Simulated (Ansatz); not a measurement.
# Br: the cost of one run

Method: DFT PBE, scalar-relativistic, plane waves, PAW, in Ansatz 0.2.0.

## (1) Starting point

The structure is hexagonal, space group P6_3/mmc (No. 194). The conventional cell has a = 4.485 Å, b = 4.485 Å, c = 7.400 Å, α = 90.00°, β = 90.00°, γ = 120.00°. Br (site symmetry 3m) is surrounded by 4 Br at 2.75 to 2.77 Å.

Coordinates:

```cif
data_structure
_symmetry_space_group_name_H-M 'P 1'
_symmetry_Int_Tables_number 1
_cell_length_a 4.4848
_cell_length_b 4.4848
_cell_length_c 7.4000
_cell_angle_alpha 90.000
_cell_angle_beta 90.000
_cell_angle_gamma 120.000
_cell_volume 128.90
loop_
_atom_site_label
_atom_site_type_symbol
_atom_site_fract_x
_atom_site_fract_y
_atom_site_fract_z
_atom_site_occupancy
Br1 Br 0.33333 0.66667 0.43750 1
Br2 Br 0.66667 0.33333 0.93750 1
Br3 Br 0.66667 0.33333 0.56250 1
Br4 Br 0.33333 0.66667 0.06250 1
```

This is candidate A: lonsdaleite type (P6_3/mmc, No. 194).

(A quick probe on a coarse mesh, which set the mesh and smearing, is not shown.)

## (3) A loose first relaxation (candidate A)

input.yaml reads:

```yaml
crystal:
  lattice:
    - [4.4848262648, 0.0, 0.0]
    - [-2.2424131324, 3.8839734769, 0.0]
    - [0.0, 0.0, 7.3999633369]
  atoms:
    - { symbol: Br, position: [0.3333333333, 0.6666666667, 0.4375] }
    - { symbol: Br, position: [0.6666666667, 0.3333333333, 0.9375] }
    - { symbol: Br, position: [0.6666666667, 0.3333333333, 0.5625] }
    - { symbol: Br, position: [0.3333333333, 0.6666666667, 0.0625] }
basis:
  ecutwfc: 420
kpoints:
  mp_grid: { grid: [6, 6, 4] }
hamiltonian:
  xc: pbe
scf:
  occupations: { method: gaussian, width: 0.1 }
  lower_state_search: "off"
output:
  forces: true
  stress: true
  eigenvalues: true
relax:
  adjacent_minimum: "off"
  f_tol: 0.04
  max_steps: 70
  cell: { stress_tol: 0.4 }
```

What time and memory should one allow on 1 thread of an x86-64 CPU, shared host?

About 58 s, with a peak of 0.45 GiB.
